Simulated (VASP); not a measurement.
# TaC (Fm-3m) in VASP: a series of runs

One crystal, TaC, is run at these levels: PBEsol; tasks: single point.

Program: VASP 6.6.1. These are calculated values, not measurements. Logs are shortened: lines on timing, memory, paths and dates and some standing lists are left out, and cuts for length are marked.

## Step 1: The structure

It takes space group Fm-3m (No. 225, cubic). The conventional cell has a = 4.443 Å, b = 4.443 Å, c = 4.443 Å, α = 90.00°, β = 90.00°, γ = 90.00°. Ta (site symmetry m-3m) is surrounded by 6 C at 2.22 Å. C (site symmetry m-3m) has 6 Ta at 2.22 Å as nearest neighbours.

The cell is a database's computed one.

## Step 2: Single point, PBEsol

INCAR reads:

```
PREC = Accurate
ENCUT = 700
EDIFF = 1E-6
ISMEAR = 0
SIGMA = 0.1
LREAL = F
LASPH = T
NELM = 80
ALGO = Normal
ISIF = 2
LWAVE = F
LCHARG = F
GGA = PS
NBANDS = 14
```

KPOINTS reads:

```
regular mesh
0
Gamma
  16 16 16
```

POSCAR reads:

```
TaC
1.0
    0.0000000000      2.2213700000      2.2213700000
    2.2213700000      0.0000000000      2.2213700000
    2.2213700000      2.2213700000      0.0000000000
Ta C
1 1
Direct
    1.0000000000      1.0000000000      1.0000000000
    0.5000000000      0.5000000000      0.5000000000
```

Potentials or basis: VASP PAW PBE potentials, release 64 (Ta_pv, C).

Started as:

```console
cat potpaw_PBE.64/Ta_pv/POTCAR potpaw_PBE.64/C/POTCAR > POTCAR
mpirun -np 1 vasp_std > vasp.out
```

OUTCAR:

```text
PREC = Accurate
   ENCUT = 700
   EDIFF = 1E-6
   ISMEAR = 0
   LREAL = F
   LASPH = T
   NELM = 80
   ISIF = 2
   GGA = PS

 ion  position               nearest neighbor table
   1  0.000  0.000  0.000-   2 2.22   2 2.22   2 2.22   2 2.22   2 2.22   2 2.22
   2  0.500  0.500  0.500-   1 2.22   1 2.22   1 2.22   1 2.22   1 2.22   1 2.22

  LATTYP: Found a face centered cubic cell.
 ALAT       =     4.4427400000

  Lattice vectors:

 A1 = (   0.0000000000,   2.2213700000,   2.2213700000)
 A2 = (   2.2213700000,   0.0000000000,   2.2213700000)
 A3 = (   2.2213700000,   2.2213700000,   0.0000000000)

Analysis of symmetry for initial positions (statically):
=====================================================================
 Subroutine PRICEL returns:
 Original cell was already a primitive cell.

 Routine SETGRP: Setting up the symmetry group for a
 face centered cubic supercell.

 Subroutine GETGRP returns: Found 48 space group operations
 (whereof 48 operations were pure point group operations)
 out of a pool of 48 trial point group operations.

The static configuration has the point symmetry O_h .

Analysis of symmetry for dynamics (positions and initial velocities):
=====================================================================
 Subroutine PRICEL returns:
 Original cell was already a primitive cell.

 Routine SETGRP: Setting up the symmetry group for a
 face centered cubic supercell.

 Subroutine GETGRP returns: Found 48 space group operations
 (whereof 48 operations were pure point group operations)
 out of a pool of 48 trial point group operations.

The dynamic configuration has the point symmetry O_h .

 Subroutine INISYM returns: Found 48 space group operations
 (whereof 48 operations are pure point group operations),
 and found     1 'primitive' translations

----------------------------------------------------------------------------------------

                                     Primitive cell

  volume of cell :      21.9226

  direct lattice vectors                    reciprocal lattice vectors
     0.000000000  2.221370000  2.221370000    -0.225086321  0.225086321  0.225086321
     2.221370000  0.000000000  2.221370000     0.225086321 -0.225086321  0.225086321
     2.221370000  2.221370000  0.000000000     0.225086321  0.225086321 -0.225086321

  length of vectors
     3.141491581  3.141491581  3.141491581     0.389860943  0.389860943  0.389860943

  position of ions in fractional coordinates (direct lattice)
     0.000000000  0.000000000  0.000000000
     0.500000000  0.500000000  0.500000000

  ion indices of the primitive-cell ions
   primitive index   ion index
                 1           1
                 2           2

----------------------------------------------------------------------------------------

 KPOINTS: regular mesh

Automatic generation of k-mesh.
 Grid dimensions read from file:
 generate k-points for:   16   16   16

 Generating k-lattice:

  Cartesian coordinates                     Fractional coordinates (reciprocal lattice)
    -0.014067895  0.014067895  0.014067895     0.062500000  0.000000000  0.000000000
     0.014067895 -0.014067895  0.014067895     0.000000000  0.062500000  0.000000000
     0.014067895  0.014067895 -0.014067895     0.000000000  0.000000000  0.062500000

  Length of vectors
     0.024366309  0.024366309  0.024366309

  Shift w.r.t. Gamma in fractional coordinates (k-lattice)
     0.000000000  0.000000000  0.000000000

 Subroutine IBZKPT returns following result:
 ===========================================

 Found    145 irreducible k-points:

 Following reciprocal coordinates:
            Coordinates               Weight
  0.000000  0.000000  0.000000      1.000000
  0.062500  0.000000  0.000000      8.000000
  0.125000  0.000000  0.000000      8.000000
  0.187500  0.000000  0.000000      8.000000
  0.250000  0.000000  0.000000      8.000000
  0.312500  0.000000  0.000000      8.000000
[... 16 lines left out ...]
 -0.125000  0.062500  0.000000     24.000000
 -0.062500  0.062500  0.000000     12.000000
 [... further k-points ...]
   k-points           NKPTS =    145   k-points in BZ     NKDIM =    145   number of bands    NBANDS=     14
   number of dos      NEDOS =    301   number of ions     NIONS =      2
   total plane-waves  NPLWV =  21952
   dimension x,y,z NGX =    28 NGY =   28 NGZ =   28
   dimension x,y,z NGXF=    56 NGYF=   56 NGZF=   56
   ions per type =               1   1
   NGX,Y,Z   is equivalent  to a cutoff of  14.82, 14.82, 14.82 a.u.
   NGXF,Y,Z  is equivalent  to a cutoff of  29.63, 29.63, 29.63 a.u.
 SYSTEM =  unknown system
   PREC   = accura    normal or accurate (medium, high low for compatibility)
   ISTART =      0    job   : 0-new  1-cont  2-samecut
   ICHARG =      2    charge: 1-file 2-atom 10-const
   ISPIN  =      1    spin polarized calculation?
   LNONCOLLINEAR =      F non collinear calculations
   LSORBIT =      F    spin-orbit coupling
   LASPH  =      T    aspherical Exc in radial PAW
   ENCUT  =  700.0 eV  51.45 Ry    7.17 a.u.   6.78  6.78  6.78*2*pi/ulx,y,z
   NELM   =     80;   NELMIN=  2; NELMDL= -5     # of ELM steps
   EDIFF  = 0.1E-05   stopping-criterion for ELM
   LREAL  =      F    real-space projection
   EDIFFG = 0.1E-04   stopping-criterion for IOM
   NSW    =      0    number of steps for IOM
   IBRION =     -1    ionic relax: 0-MD 1-quasi-New 2-CG
   NFREE  =      0    steps in history (QN), initial steepest desc. (CG)
   ISIF   =      2    stress and relaxation
   ISYM   =      2    0-nonsym 1-usesym 2-fastsym
   POTIM  = 0.5000    time-step for ionic-motion
   TEBEG  =    0.0;   TEEND  =   0.0 temperature during run
   PSTRESS=    0.0 pullay stress
   NELECT =      15.0000    total number of electrons
   NUPDOWN=      -1.0000    fix difference up-down
   EMIN   =  10.00;   EMAX   =-10.00  energy-range for DOS
   EFERMI =   0.00;   METHOD = LEGACY
   ISMEAR =     0;   SIGMA  =   0.10  broadening in eV -4-tet -1-fermi 0-gaus
   EFERMI_NEDOS =   21; number of points for ismear=-14 and -15
   IALGO  =     38    algorithm
   IMIX   =      4    mixing-type and parameters
     AMIX     =   0.40;   BMIX     =  1.00
     AMIX_MAG =   1.60;   BMIX_MAG =  1.00
  volume/ion in A,a.u.               =      10.96        73.97
  Fermi-wavevector in a.u.,A,eV,Ry     =   1.442584  2.726088 28.314373  2.081048
  Thomas-Fermi vector in A             =   2.561087
   LORBIT       =      0    0 simple, 1 ext, 2 COOP (PROOUT), +10 PAW based schemes
   GGA     = PS    functional components
   LHFCALC =     F    Hartree Fock is set to
   AEXX    =    0.0000 exact exchange contribution
   IVDW    =     0    specifies the selected vdW correction
   LEPSILON=     F    determine dielectric tensor
   LRPA    =     F    only Hartree local field effects (RPA)
 non-spin polarized calculation
 Gauss-broadening in eV      SIGMA  =   0.10
  energy-cutoff  :      700.00
  volume of cell :       21.92
 maximum number of plane-waves:       941
   NGX = 13   NGY = 13   NGZ = 13

 number of electron      14.9999999 magnetization

 Free energy of the ion-electron system (eV)
  ---------------------------------------------------
  ext. energy  EPLUGINS =         0.00000000
  ---------------------------------------------------
  free energy    TOTEN  =       -23.53087438 eV

  energy without entropy =      -23.52924494  energy(sigma->0) =      -23.53005966

 E-fermi :   8.2947     XC(G=0): -13.3698

 val. band max:        8.2684176805   @ k =   0.4375   0.1875   0.0625
 cond. band min:       8.3171532112   @ k =   0.1250   0.0625   0.0000
 fundamental gap:      0.0487355307
 Fermi energy:         8.2946913921

 k-point     1 :       0.0000    0.0000    0.0000
  band No.  band energies     occupation
      1     -26.6480      2.00000
      2     -26.6480      2.00000
      3     -26.6480      2.00000
      4      -6.5200      2.00000
      5       6.9497      2.00000
      6       6.9497      2.00000
      7       6.9497      2.00000
      8       7.8839      2.00000
      9       7.8839      2.00000
     10       7.8839      2.00000
     11       8.9717      0.00000
     12       8.9717      0.00000
     13      15.0329      0.00000
     14      18.3436      0.00000

 k-point     2 :       0.0625    0.0000    0.0000
  band No.  band energies     occupation
      1     -26.6782      2.00000
      2     -26.6510      2.00000
      3     -26.6510      2.00000
      4      -6.4071      2.00000
      5       6.3632      2.00000
      6       6.7137      2.00000
      7       6.7137      2.00000
      8       7.4761      2.00000
      9       7.4761      2.00000
     10       8.2339      1.61036
     11       9.8384      0.00000
     12       9.8384      0.00000
     13      15.2491      0.00000
     14      18.6294      0.00000

 k-point     3 :       0.1250    0.0000    0.0000
  band No.  band energies     occupation
      1     -26.7633      2.00000
      2     -26.6595      2.00000
      3     -26.6595      2.00000
      4      -6.0773      2.00000
      5       5.3332      2.00000
      6       5.8481      2.00000
      7       5.8481      2.00000
      8       7.6307      2.00000
      9       7.6307      2.00000
     10       8.6475      0.00000
     11      11.2070      0.00000
     12      11.2070      0.00000
     13      15.8125      0.00000
     14      19.4213      0.00000
[... 324 lines left out ...]
 k-point    23 :      -0.1250    0.0625    0.0000
  band No.  band energies     occupation
      1     -26.8127      2.00000
      2     -26.6878      2.00000
      3     -26.6561      2.00000
      4      -5.8331      2.00000
      5       4.8091      2.00000
      6       5.2663      2.00000
      7       5.4259      2.00000
      8       7.4347      2.00000
      9       8.3830      0.21193
     10       9.0545      0.00000
     11      10.9768      0.00000
     12      12.5437      0.00000
     13      16.2320      0.00000
     14      19.9767      0.00000

 k-point    24 :      -0.0625    0.0625    0.0000
  band No.  band energies     occupation
      1     -26.7198      2.00000
      2     -26.6682      2.00000
      3     -26.6503      2.00000
      4      -6.2231      2.00000
      5       5.8603      2.00000
      6       6.0326      2.00000
      7       6.1895      2.00000
      8       7.1206      2.00000
      9       8.0503      1.99945
     10       8.6696      0.00000
     11       9.9739      0.00000
     12      11.1149      0.00000
     13      15.5963      0.00000
     14      19.0837      0.00000

 [... further k-points ...]
[... 5 lines left out ...]
  --------------------------------------------------------------------------------------
  -------------------------------------------------------------------------------------
  Total        0.0006795      0.0006795      0.0006795     -0.0000000      0.0000000      0.0000000
  in kB        0.0496609      0.0496609      0.0496609     -0.0000000      0.0000000      0.0000000
  external PRESSURE =       0.0496609 kB  Pullay stress =       0.0000000 kB

 VOLUME and BASIS-vectors are now :
 -----------------------------------------------------------------------------
  energy-cutoff  :      700.00
  volume of cell :       21.92
      direct lattice vectors                 reciprocal lattice vectors
     0.000000000  2.221370000  2.221370000    -0.225086321  0.225086321  0.225086321
     2.221370000  0.000000000  2.221370000     0.225086321 -0.225086321  0.225086321
     2.221370000  2.221370000  0.000000000     0.225086321  0.225086321 -0.225086321

 POSITION                                       TOTAL-FORCE (eV/Angst)
 -----------------------------------------------------------------------------------
      0.00000      0.00000      0.00000         0.000000      0.000000      0.000000
      2.22137      2.22137      2.22137         0.000000     -0.000000     -0.000000
 -----------------------------------------------------------------------------------
    total drift:                                0.000000      0.000000      0.000000

  FREE ENERGIE OF THE ION-ELECTRON SYSTEM (eV)
  ---------------------------------------------------
  free  energy   TOTEN  =       -23.5308743791 eV

  energy  without entropy=      -23.5292449428  energy(sigma->0) =      -23.53005966
```

Run time: 44 s. Hardware: 1 thread of Intel Xeon 6975P-C (Granite Rapids), shared host; peak memory 0.21 GiB.

What came out:

```
Free energy            : -23.5309 eV
Pressure               : 0.0 GPa
Band gap on the k mesh : none (metal or under the smearing width)
```

Caveat: the PAW data sets were made with another functional, which shifts forces and pressure a little. The run has no spin-orbit coupling, so splittings on Ta are missing.

## Step 3: Single point, PBEsol

Changes to INCAR since step 2:

```diff
@@ -1,3 +1,3 @@
 PREC = Accurate
-ENCUT = 700
+ENCUT = 520
 EDIFF = 1E-6
```

KPOINTS reads:

```
regular mesh
0
Gamma
  24 24 24
```

POSCAR is that of step 2.

Potentials or basis: VASP PAW PBE potentials, release 64 (Ta_pv, C).

Started as:

```console
cat potpaw_PBE.64/Ta_pv/POTCAR potpaw_PBE.64/C/POTCAR > POTCAR
mpirun -np 1 vasp_std > vasp.out
```

It took 40 s on 1 thread of Intel Xeon 6975P-C (Granite Rapids), shared host; peak memory 0.24 GiB.

The run converged. Its results:

- Free energy: -23.5233 eV
- Pressure: 0.2 GPa
- Band gap on the k mesh: none (metal or under the smearing width)

Levels at points of the mesh, in eV from the Fermi level:
```
           k point  band 6  band 7  band 8  band 9  band 10  band 11
(0.00, 0.00, 0.00)   -1.37   -1.37   -0.43   -0.43    -0.43     0.66
(0.50, 0.00, 0.00)   -5.52   -5.52    2.76    2.76     3.76     5.43
(0.50, 0.50, 0.00)   -4.60   -1.73   -1.73    2.65     4.16     4.16
```

Caveat: the PAW data sets were made with another functional, which shifts forces and pressure a little. The run has no spin-orbit coupling, so splittings on Ta are missing.
